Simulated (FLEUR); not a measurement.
# Al (Fm-3m) in FLEUR: a series of runs

Runs on Al. Level: PBE. Tasks: band structure, equation of state.

Everything below comes from runs of FLEUR MaX-R8.1 (later development tree). Logs are shortened: lines on timing, memory, paths and dates and some standing lists are left out, and cuts for length are marked.

**Experimental background.**

“The interpretation of polycrystalline coherent inelastic neutron scattering from aluminium”, 2013, pmc:3831299 quotes, for a bulk crystal of Al: bulk modulus 76.9 GPa.

The runs below are set against these values where they give the same quantity.

## (1) Starting point

Symmetry: Fm-3m, No. 225, cubic system. Conventional cell: a = 4.050 Å, b = 4.050 Å, c = 4.050 Å, α = 90.00°, β = 90.00°, γ = 90.00°. Al (site symmetry m-3m) is surrounded by 12 Al at 2.86 Å.

## (2) Band structure, PBE

Contents of inp.xml:

```xml
<?xml version="1.0" encoding="UTF-8" standalone="no"?>
<fleurInput fleurInputVersion="0.39">
   <comment>
      Al                                                                                                  
   </comment>
   <calculationSetup>
      <cutoffs Kmax="4.5" Gmax="22.5" GmaxXC="22.5" numbands="0"/>
      <scfLoop itmax="60" minDistance="0.00001" maxIterBroyd="15" imix="Anderson" alpha="0.05" precondParam="0.0" spinf="2.0" sdNocoIR="T"/>
      <coreElectrons ctail="T" frcor="F" kcrel="0" coretail_lmax="0"/>
      <xcFunctional name="pbe" relativisticCorrections="F"/>
      <magnetism jspins="1"/>
      <soc l_soc="F" theta="0.0" phi="0.0" spav="F"/>
      <expertModes spex="0" secvar="F"/>
      <geometryOptimization l_f="F" forcealpha="1.0" forcemix="BFGS" epsdisp="0.00001" epsforce="0.00001"/>
      <ldaU l_linMix="F" mixParam="0.05" spinf="1.0"/>
   </calculationSetup>
   <cell>
      <bzIntegration valenceElectrons="11.0" mode="hist" fermiSmearingEnergy="0.00183747">
         <kPointListSelection listName="default-1"/>
         <!-- k-points included here -->
         <xi:include xmlns:xi="http://www.w3.org/2001/XInclude" href="kpts.xml"> </xi:include>
      </bzIntegration>
      <!-- symmetry operations included here -->
      <xi:include xmlns:xi="http://www.w3.org/2001/XInclude" href="sym.xml"> </xi:include>
      <bulkLattice scale="1.0">
         <bravaisMatrix>
            <row-1>    0.0000000000000000     3.8263269057207032     3.8263269057207032</row-1>
            <row-2>    3.8263269057207032     0.0000000000000000     3.8263269057207032</row-2>
            <row-3>    3.8263269057207032     3.8263269057207032     0.0000000000000000</row-3>
         </bravaisMatrix>
      </bulkLattice>
   </cell>
   <atomSpecies>
      <species name="Aluminum (Al)" element="Al" atomicNumber="13">
         <mtSphere radius="2.51" gridPoints="829" logIncrement="0.014"/>
         <atomicCutoffs lmax="10" lnonsphr="8"/>
         <electronConfig flipSpins="F">
            <coreConfig>(1s1/2)</coreConfig>
            <valenceConfig>(2s1/2) (2p1/2) (2p3/2) (3s1/2) (3p1/2) (3p3/2)</valenceConfig>
            <stateOccupation state="(3p1/2)" spinUp="0.166667" spinDown="0.166667"/>
            <stateOccupation state="(3p3/2)" spinUp="0.333333" spinDown="0.333333"/>
         </electronConfig>
         <energyParameters s="3" p="3" d="3" f="4"/>
         <lo type="SCLO" l="0" n="2" eDeriv="0"/>
         <lo type="SCLO" l="1" n="2" eDeriv="0"/>
         <lo type="SCLO" l="2" n="3" eDeriv="2"/>
         <lo type="SCLO" l="3" n="4" eDeriv="2"/>
      </species>
   </atomSpecies>
   <atomGroups>
      <atomGroup species="Aluminum (Al)">
         <relPos label="                   1">.0000000000 .0000000000 .0000000000</relPos>
         <force calculate="T" relaxXYZ="TTT"/>
      </atomGroup>
   </atomGroups>
   <output dos="F" band="F" slice="F">
      <checks vchk="F" cdinf="F"/>
      <bandDOS minEnergy="-.5*Htr" maxEnergy="0.5*Htr" sigma="0.015" storeEVData="T"/>
      <vacuumDOS vacdos="F" integ="F" star="F" nstars="0" locx1="0.0" locy1="0.0" locx2="0.0" locy2="0.0" nstm="0" tworkf="0.0"/>
      <unfoldingBand unfoldBand="F" supercellX="1" supercellY="1" supercellZ="1"/>
      <plotting iplot="0" polar="F">
         <plot TwoD="T" vec1="  1.0  0.0  0.0" vec2="  0.0  1.0  0.0" vec3="  0.0  0.0  1.0" zero="  0.0  0.0  0.0" file="plot"/>
      </plotting>
      <chargeDensitySlicing numkpt="0" minEigenval="0.0" maxEigenval="0.0" nnne="0" pallst="F"/>
      <specialOutput eonly="F"/>
      <moessbauerParams electricFieldGradient="T" isomerShift="T" coreHyperfine="T" valenceHyperfine="T"/>
      <magneticCircularDichroism mcd="F" energyLo="-10.0" energyUp="0.0"/>
   </output>
  <!-- We include the file relax.xml here to enable relaxations (see documentation) -->
  <xi:include xmlns:xi="http://www.w3.org/2001/XInclude" href="relax.xml"> <xi:fallback/> </xi:include>
</fleurInput>
```

Contents of crystal.txt:

```
Al
&input cartesian=F /
0.0000000000  2.0248050000  2.0248050000
2.0248050000  0.0000000000  2.0248050000
2.0248050000  2.0248050000  0.0000000000
1.8897261246
1.0 1.0 1.0

1
13 0.0000000000  0.0000000000  0.0000000000

&kpt div1=11 div2=11 div3=11 gamma=T /
```

Contents of inp.xml (bands):

```
<?xml version="1.0" encoding="UTF-8" standalone="no"?>
<fleurInput fleurInputVersion="0.39">
   <comment>
      Al                                                                                                  
   </comment>
   <calculationSetup>
      <cutoffs Kmax="4.5" Gmax="22.5" GmaxXC="22.5" numbands="0"/>
      <scfLoop itmax="60" minDistance="0.00001" maxIterBroyd="15" imix="Anderson" alpha="0.05" precondParam="0.0" spinf="2.0" sdNocoIR="T"/>
      <coreElectrons ctail="T" frcor="F" kcrel="0" coretail_lmax="0"/>
      <xcFunctional name="pbe" relativisticCorrections="F"/>
      <magnetism jspins="1"/>
      <soc l_soc="F" theta="0.0" phi="0.0" spav="F"/>
      <expertModes spex="0" secvar="F"/>
      <geometryOptimization l_f="F" forcealpha="1.0" forcemix="BFGS" epsdisp="0.00001" epsforce="0.00001"/>
      <ldaU l_linMix="F" mixParam="0.05" spinf="1.0"/>
   </calculationSetup>
   <cell>
      <bzIntegration valenceElectrons="11.0" mode="hist" fermiSmearingEnergy="0.00183747">
         <kPointListSelection listName="path-1"/>
         <!-- k-points included here -->
         <xi:include xmlns:xi="http://www.w3.org/2001/XInclude" href="kpts.xml"> </xi:include>
      </bzIntegration>
      <!-- symmetry operations included here -->
      <xi:include xmlns:xi="http://www.w3.org/2001/XInclude" href="sym.xml"> </xi:include>
      <bulkLattice scale="1.0">
         <bravaisMatrix>
            <row-1>    0.0000000000000000     3.8263269057207032     3.8263269057207032</row-1>
            <row-2>    3.8263269057207032     0.0000000000000000     3.8263269057207032</row-2>
            <row-3>    3.8263269057207032     3.8263269057207032     0.0000000000000000</row-3>
         </bravaisMatrix>
      </bulkLattice>
   </cell>
   <atomSpecies>
      <species name="Aluminum (Al)" element="Al" atomicNumber="13">
         <mtSphere radius="2.51" gridPoints="829" logIncrement="0.014"/>
         <atomicCutoffs lmax="10" lnonsphr="8"/>
         <electronConfig flipSpins="F">
            <coreConfig>(1s1/2)</coreConfig>
            <valenceConfig>(2s1/2) (2p1/2) (2p3/2) (3s1/2) (3p1/2) (3p3/2)</valenceConfig>
            <stateOccupation state="(3p1/2)" spinUp="0.166667" spinDown="0.166667"/>
            <stateOccupation state="(3p3/2)" spinUp="0.333333" spinDown="0.333333"/>
         </electronConfig>
         <energyParameters s="3" p="3" d="3" f="4"/>
         <lo type="SCLO" l="0" n="2" eDeriv="0"/>
         <lo type="SCLO" l="1" n="2" eDeriv="0"/>
         <lo type="SCLO" l="2" n="3" eDeriv="2"/>
         <lo type="SCLO" l="3" n="4" eDeriv="2"/>
      </species>
   </atomSpecies>
   <atomGroups>
      <atomGroup species="Aluminum (Al)">
         <relPos label="                   1">.0000000000 .0000000000 .0000000000</relPos>
         <force calculate="T" relaxXYZ="TTT"/>
      </atomGroup>
   </atomGroups>
   <output dos="F" band="T" slice="F">
      <checks vchk="F" cdinf="F"/>
      <bandDOS minEnergy="-.5*Htr" maxEnergy="0.5*Htr" sigma="0.015" storeEVData="T"/>
      <vacuumDOS vacdos="F" integ="F" star="F" nstars="0" locx1="0.0" locy1="0.0" locx2="0.0" locy2="0.0" nstm="0" tworkf="0.0"/>
      <unfoldingBand unfoldBand="F" supercellX="1" supercellY="1" supercellZ="1"/>
      <plotting iplot="0" polar="F">
         <plot TwoD="T" vec1="  1.0  0.0  0.0" vec2="  0.0  1.0  0.0" vec3="  0.0  0.0  1.0" zero="  0.0  0.0  0.0" file="plot"/>
      </plotting>
      <chargeDensitySlicing numkpt="0" minEigenval="0.0" maxEigenval="0.0" nnne="0" pallst="F"/>
      <specialOutput eonly="F"/>
      <moessbauerParams electricFieldGradient="T" isomerShift="T" coreHyperfine="T" valenceHyperfine="T"/>
      <magneticCircularDichroism mcd="F" energyLo="-10.0" energyUp="0.0"/>
   </output>
  <!-- We include the file relax.xml here to enable relaxations (see documentation) -->
  <xi:include xmlns:xi="http://www.w3.org/2001/XInclude" href="relax.xml"> <xi:fallback/> </xi:include>
</fleurInput>
```

Potentials or basis: all-electron, FLAPW.

Run with:

```
inpgen -f crystal.txt -profile moderate
# inp.xml edited to the form shown
fleur_MPI
fleur_MPI   # second run, on inp.xml (bands)
```

Standard output:

```text
Welcome to FLEUR        (www.flapw.de)
      MaX-Release 8.1          (www.max-centre.eu)

 ========== k-point set info ==========
 Selected k-point list: default-1
 k-point list type: mesh
 11 x 11 x 11
 Number of k points: 56

 ------------Calculation Setup---------------------------
 Number of MPI-tasks      :            1
 Number of PE/node        :            1
 Number of OMP-threads    :            1
 Most efficient MPI parallelization for:
           1           2           4           7           8          14          28          56
 Additional eigenvalue parallelization possible
 Number of basis functions:          210
 Approximate size of matrices (H+S) per k-point:         0.001 GB
 --------------------------------------------------------
 Iteration:     1   Distance:       3.82284411 me/bohr^3
 Iteration:     2   Distance:       3.61235165 me/bohr^3
 Iteration:     3   Distance:       1.08056666 me/bohr^3
 Iteration:     4   Distance:       0.19565684 me/bohr^3
 Iteration:     5   Distance:       0.09259946 me/bohr^3
 Iteration:     6   Distance:       0.00653570 me/bohr^3
 Iteration:     7   Distance:       0.00735943 me/bohr^3
 Iteration:     8   Distance:       0.00016434 me/bohr^3
 Iteration:     9   Distance:       0.00006884 me/bohr^3
 Iteration:    10   Distance:       0.00000398 me/bohr^3

 ********************************************************************
 Run finished successfully
 Stop message:
   all done
 ********************************************************************
```

output (bands):

```text
Welcome to FLEUR        (www.flapw.de)
      MaX-Release 8.1          (www.max-centre.eu)

 ========== k-point set info ==========
 Selected k-point list: path-1
 k-point list type: path
 Number of k points: 60

 ------------Calculation Setup---------------------------
 Number of MPI-tasks      :            1
 Number of PE/node        :            1
 Number of OMP-threads    :            1
 Most efficient MPI parallelization for:
           1           2           3           4           5           6          10          12          15          20          30          60
 Additional eigenvalue parallelization possible
 Number of basis functions:          218
 Approximate size of matrices (H+S) per k-point:         0.001 GB
 --------------------------------------------------------
 Fermi energy correction for metals:
 Fermi energy in bands.* files may not be consistent with last density.
 Please correct it manually (e.g. in band.gnu file).

 Note: Band structure data (together with different weights) is also stored in the banddos.hdf file.
       A convenient way of extracting and plotting the data from that file is by making use of the

 ********************************************************************
 Run finished successfully
 Stop message:
   Charge density postprocessing done.
 ********************************************************************
```

out.xml (last iteration):

```text
<iteration numberForCurrentRun="   10" overallNumber="   10">
         <energyParameters units="Htr">
            <atomicEP atomType="1" spin="1" branch="3s" branchLowest="-3.51" branchHighest="0.93" value="0.0886670772"/>
            <atomicEP atomType="1" spin="1" branch="3p" branchLowest="-2.09" branchHighest="1.33" value="0.2494038760"/>
            <atomicEP atomType="1" spin="1" branch="3d" branchLowest="-9.99" branchHighest="1.71" value="0.4307025263"/>
            <atomicEP atomType="1" spin="1" branch="4f" branchLowest="-9.99" branchHighest="3.25" value="0.5996540198"/>
            <loAtomicEP atomType="1" spin="1" branch="2s" branchLowest="-55.06" branchHighest="-3.51" value="-3.5068978625"/>
            <loAtomicEP atomType="1" spin="1" branch="2p" branchLowest="-9.99" branchHighest="-2.09" value="-2.0908303519"/>
            <loAtomicEP atomType="1" spin="1" branch="3d" branchLowest="-9.99" branchHighest="1.71" value="0.4307021573"/>
            <loAtomicEP atomType="1" spin="1" branch="4f" branchLowest="-9.99" branchHighest="3.25" value="0.5996564374"/>
         </energyParameters>
         <eigenvalues>
            <eigenvaluesAt spin="1" ikpt="1" k_x="0.00000000" k_y="0.00000000" k_z="0.00000000">
                      -3.5069942943       -2.0904445017       -2.0904445017       -2.0904445017       -0.1125206005
                       0.7571545647        0.7571545647        0.7571545647        0.8130031338
            </eigenvaluesAt>
            <eigenvaluesAt spin="1" ikpt="2" k_x="0.00000000" k_y="0.00000000" k_z="0.09090909">
                      -3.5069866027       -2.0905081237       -2.0904544947       -2.0904544947       -0.1042951616
                       0.6503273621        0.7338669559        0.7338669559        0.8373629076
            </eigenvaluesAt>
            <eigenvaluesAt spin="1" ikpt="3" k_x="0.00000000" k_y="0.00000000" k_z="0.18181818">
                      -3.5069659822       -2.0906786095       -2.0904812919       -2.0904812919       -0.0797019087
                       0.5163946027        0.7070516710        0.7070516710        0.8288964147
            </eigenvaluesAt>
            <eigenvaluesAt spin="1" ikpt="4" k_x="0.00000000" k_y="0.00000000" k_z="0.27272727">
                      -3.5069390278       -2.0909014869       -2.0905163684       -2.0905163684       -0.0389812098
                       0.3905694488        0.6920529341        0.6920529341        0.8210626185
            </eigenvaluesAt>
         </eigenvalues>
         <bandgap value="0.2404964784" units="eV"/>
         <sumValenceSingleParticleEnergies value="-19.1594383736" units="Htr"/>
         <FermiEnergy value="0.2955048585" units="Htr"/>
         <valenceDensity>
            <mtCharges spin="1">
               <mtCharge atomType="1" total="9.8300379" s="2.8184368" p="6.8275073" d="0.1715041" f="0.0116440"/>
            </mtCharges>
            <spinDependentCharge spin="1" total="11.0000000" interstitial="1.1699621" mtSpheres="9.8300379"/>
            <totalCharge value="11.0000000000"/>
         </valenceDensity>
         <coreStates atomType="     1" atomicNumber=" 13" spin="1" kinEnergy="    159.3067267725" eigValSum="   -110.1191480435" lostElectrons=" 0.000000">
            <state n="1" l="0" j="0.5" energy="-55.0595740218" weight="1.0000000000"/>
         </coreStates>
         <allElectronCharges>
            <spinDependentCharge spin="1" total="13.0000000" interstitial="1.1699621" mtSpheres="11.8300379"/>
            <totalCharge value="13.0000000001"/>
         </allElectronCharges>
         <moessbauerParams unitsHFF="kG" unitsIS="e/bohr^3" unitsEFG="Htr/bohr^2">
            <coreIsomerShift atomType="1" isTotal="1403.14047">
               <shell n="1" l="0" isomerShift="1403.14047"/>
            </coreIsomerShift>
            <isomerShift atomType="1" nucleusRadius="0.0000708" averageDensity="1502.28190"/>
            <electricFieldGradient atomType="1" VXX="0.00000" VYY="0.00000" VZZ="0.00000" asymParam="0.00000">
            </electricFieldGradient>
         </moessbauerParams>
         <totalEnergy                                    value="     -242.8223398290" units="Htr">
            <sumOfEigenvalues                            value="     -129.2785864171">
               <coreElectrons value="-110.1191480435"/>
               <valenceElectrons value="-19.1594383736"/>
            </sumOfEigenvalues>
            <densityCoulombPotentialIntegral value="-348.5068496742"/>
            <densityEffectivePotentialIntegral value="-372.5612869146"/>
            <chargeDenXCDenIntegral value="-18.6358626131"/>
            <FockExchangeEnergyValence value="0.0000000000"/>
            <FockExchangeEnergyCore value="0.0000000000"/>
            <atomTypeDependentContributions atomType="1">
               <electronNucleiInteractionDifferentMTs value="288.4879999452"/>
               <MadelungTerm value="-4.7277529311"/>
            </atomTypeDependentContributions>
            <tkbTimesEntropy value="0.0001473161"/>
            <freeEnergy value="-242.8224871451"/>
            <extrapolationTo0K value="-242.8224134871"/>
         </totalEnergy>
         <densityConvergence units="me/bohr^3">
            <chargeDensity spin="1" distance="0.0000039831"/>
         </densityConvergence>
      </iteration>
```

It took 14 s on 1 thread of Arm Neoverse V1, shared host; peak memory 0.08 GiB.

Results:

- Free energy: -6607.5365 eV
- Band gap along the path: none (metal or under the smearing width)
- Valence electrons inside the program's atomic spheres: Al 9.83 (radii Al 2.51 bohr)

Levels at the corners of the path, in eV from the Fermi level:
| point | band 5 | band 6 | band 7 | band 8 | band 9 |
| --- | --- | --- | --- | --- | --- |
| Γ | -11.10 | 12.56 | 12.56 | 12.56 | 14.08 |
| X | -2.92 | -1.61 | 5.24 | 5.55 | 5.55 |
| W | -0.85 | -0.85 | 0.17 | 1.06 | 15.76 |
| K | -1.89 | -1.36 | -0.42 | 6.52 | 8.17 |
| Γ | -11.10 | 12.56 | 12.56 | 12.56 | 14.08 |
| L | -4.58 | -4.38 | 11.36 | 11.36 | 11.41 |
| U | -1.89 | -1.36 | -0.42 | 6.52 | 8.17 |
| W | -0.85 | -0.85 | 0.17 | 1.06 | 15.76 |
| L | -4.58 | -4.38 | 11.36 | 11.36 | 11.41 |
| K | -1.89 | -1.36 | -0.42 | 6.52 | 8.17 |
| U | -1.89 | -1.36 | -0.42 | 6.52 | 8.17 |
| X | -2.92 | -1.61 | 5.24 | 5.55 | 5.55 |

Core levels (eV from the Fermi level):
```csv
atom,levels
1 Al,1s1/2 -1506.3
```

(Part 1 of 2 ends here.)
